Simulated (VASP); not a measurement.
Runs of VASP 6.6.1 on SiC (Moissanite 6H). It takes space group P6_3mc (No. 186, hexagonal). The conventional cell has a = 3.095 Å, b = 3.095 Å, c = 15.170 Å, α = 90.00°, β = 90.00°, γ = 120.00°. Si (site symmetry 3m) is surrounded by 4 C at 1.90 Å. Around Si (site symmetry 3m) lie 4 C at 1.90 Å. Si (site symmetry 3m) is surrounded by 4 C at 1.90 Å. C (site symmetry 3m) is surrounded by 4 Si at 1.90 Å. C (site symmetry 3m) has 4 Si at 1.90 Å as nearest neighbours. Around C (site symmetry 3m) lie 4 Si at 1.90 Å. 

```csv
level,potentials or basis,gap on the mesh (eV),pressure (GPa),relaxed volume (Å³/atom),largest force (eV/Å)
r2SCAN,"VASP PAW PBE potentials, release 64 (Si, C)",2.40,-0.1,10.32,0.01
PBE+D3(BJ),"VASP PAW PBE potentials, release 64 (Si, C)",(c),-0.1,10.27,0.01
PBEsol,"VASP PAW PBE potentials, release 64 (Si, C)",1.91,0.0,(a),-
PBE,"VASP PAW PBE potentials, release 64 (Si, C)",2.03,0.0,10.49,-
LDA,"VASP PAW LDA potentials, release 64 (Si, C)",1.97,-0.1,(b),0.01
```

Alike in all rows: task relaxation of cell and atoms; no spin polarisation; cell relaxed; k mesh 12 × 12 × 2; cutoff (eV) 600; smearing gaussian 0.03 eV.

Fill in the values left out.

(a) 10.34; (b) 10.15; (c) 2.02.

Caveats: the PAW data sets were made with another functional, which shifts forces and pressure a little (some runs).

A k mesh can miss the band edges.

Not every run made on this cell is shown here.
